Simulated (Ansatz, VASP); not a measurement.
# CuI (Marshite): VASP beside Ansatz

File POSCAR:

```
CuI
1.0
    0.0000000000      3.0117341517      3.0117341517
    3.0117341517      0.0000000000      3.0117341517
    3.0117341517      3.0117341517      0.0000000000
Cu I
1 1
Direct
    0.2500000000      0.2500000000      0.2500000000
    0.0000000000      0.0000000000      0.0000000000
```

Contents of INCAR.step1:

```
PREC     = Accurate       # precision mode
ENCUT    = 520            # plane-wave cutoff, eV
ISMEAR   = 0              # smearing method
SIGMA    = 0.02           # smearing width, eV
LREAL    = False          # projectors in reciprocal space
LASPH    = True           # aspherical terms in the spheres
NELM     = 100            # most SCF steps
NBANDS   = 16             # bands
GGA      = PE             # functional
ALGO     = Normal         # electronic algorithm
EDIFF    = 1E-4           # SCF threshold, eV
LWAVE    = True           # write WAVECAR
LCHARG   = False          # write CHGCAR
```

The input INCAR.step2:

```
PREC     = Accurate       # precision mode
ENCUT    = 520            # plane-wave cutoff, eV
EDIFF    = 1E-6           # SCF threshold, eV
ISMEAR   = 0              # smearing method
SIGMA    = 0.02           # smearing width, eV
LREAL    = False          # projectors in reciprocal space
LASPH    = True           # aspherical terms in the spheres
NELM     = 100            # most SCF steps
ALGO     = Normal         # electronic algorithm
ISIF     = 2              # what is computed and relaxed
LWAVE    = False          # write WAVECAR
LCHARG   = True           # write CHGCAR
METAGGA  = R2SCAN         # meta-GGA
LMIXTAU  = True         
LELF     = True           # ELF
LVHAR    = True         
NBANDS   = 16             # bands
ISTART   = 1
```

File KPOINTS:

```
regular mesh
0
Gamma
  8 8 8
```

Input for Ansatz:

```yaml
crystal:
  lattice:
    - [0.0, 3.0117341517, 3.0117341517]
    - [3.0117341517, 0.0, 3.0117341517]
    - [3.0117341517, 3.0117341517, 0.0]
  atoms:
    - { symbol: Cu, position: [0.25, 0.25, 0.25] }
    - { symbol: I, position: [0.0, 0.0, 0.0] }
basis:
  ecutwfc: 500
kpoints:
  mp_grid: { grid: [8, 8, 8] }
  band_path: { path: [VBM, CBM], npoints: 2 }
hamiltonian:
  xc: r2scan
scf:
  occupations: { method: gaussian, width: 0.02 }
output:
  forces: false
  stress: false
  eigenvalues: true
checkpoint:
  read: start.run
  write: ck
  compress: false
  write_wavefunctions: false
  write_every: 100000
```

Alike in both runs: task single point; functional r2SCAN; k mesh 8 × 8 × 8; occupations gaussian, width 0.02 eV; no spin polarisation.

|  | VASP | Ansatz |
| --- | --- | --- |
| version | VASP 6.6.1 | Ansatz 0.2.0 |
| potentials or method | VASP PAW PBE potentials, release 64 (Cu, I) | scalar-relativistic, plane waves, PAW |
| plane-wave cutoff (eV) | 520 | 500 |
| valence electrons in the cell | 18 | 36 |

|  | VASP | Ansatz | Ansatz less VASP |
| --- | --- | --- | --- |
| gap on the k mesh at the Fermi level (eV) | 1.67 | 1.67 | -0.005 |
| least direct gap on the mesh (eV) | 1.67 | 1.67 | -0.005 |

The functional is the same, so the differences come from potentials, cutoffs and numerics. The two sets of potentials don't hold the same shells in valence.

Caveats: spin-orbit coupling is left out, which moves the levels of the heavy elements. r2SCAN opens gaps a little over a GGA but as a rule still falls short of measured ones.
